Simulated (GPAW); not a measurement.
Fitting the PBEsol energy curve of Ni3Si

```cif
data_structure
_symmetry_space_group_name_H-M 'P 1'
_symmetry_Int_Tables_number 1
_cell_length_a 3.5420
_cell_length_b 3.5420
_cell_length_c 3.5420
_cell_angle_alpha 90.000
_cell_angle_beta 90.000
_cell_angle_gamma 90.000
_cell_volume 44.44
loop_
_atom_site_label
_atom_site_type_symbol
_atom_site_fract_x
_atom_site_fract_y
_atom_site_fract_z
_atom_site_occupancy
Ni1 Ni 0.50000 0.50000 0.00000 1
Ni2 Ni 0.50000 0.00000 0.50000 1
Ni3 Ni 0.00000 0.50000 0.50000 1
Si1 Si 0.00000 0.00000 0.00000 1
```

The cell was scaled at fixed shape and fractions and run with GPAW, PAW data sets generated for this functional, cutoff 600 eV; PBEsol, k mesh 8 × 8 × 8 on the cell of 4 atoms, fermi-dirac occupations of 0.05 eV, collinear spin, ferromagnetic start, no spin-orbit coupling. Energies are those that the program minimises, any entropy of the smearing included. For a metal such a mesh isn't converged to the digits shown. The moments vanished.

| V (Å³/atom) | energy over the lowest row (meV/atom) |
| --- | --- |
| 10.4427 | 0.00 |
| 10.6649 | 1.70 |
| 10.8871 | 9.88 |
| 11.1093 | ? |
| 11.3315 | 42.83 |
| 11.5536 | 66.33 |
| 11.7758 | 93.78 |

**Question.** Fit the third-order Birch-Murnaghan form, give V0, B0 and B′, and predict the energy left open.

**Answer.** With y = (V0/V)^(2/3), E = E0 + (9 V0 B0/16) [(y - 1)³ B′ + (y - 1)² (6 - 4y)]. Least squares through the rows shown give V0 = 10.4991 Å³/atom, E0 = -0.23 meV, B0 = 242.5 GPa (1 eV/Å³ = 160.218 GPa) and B′ = 4.83, with a largest miss of 0.01 meV. At V = 11.1093 the form with these constants gives 23.82 meV; the run gave 23.83 meV an atom.
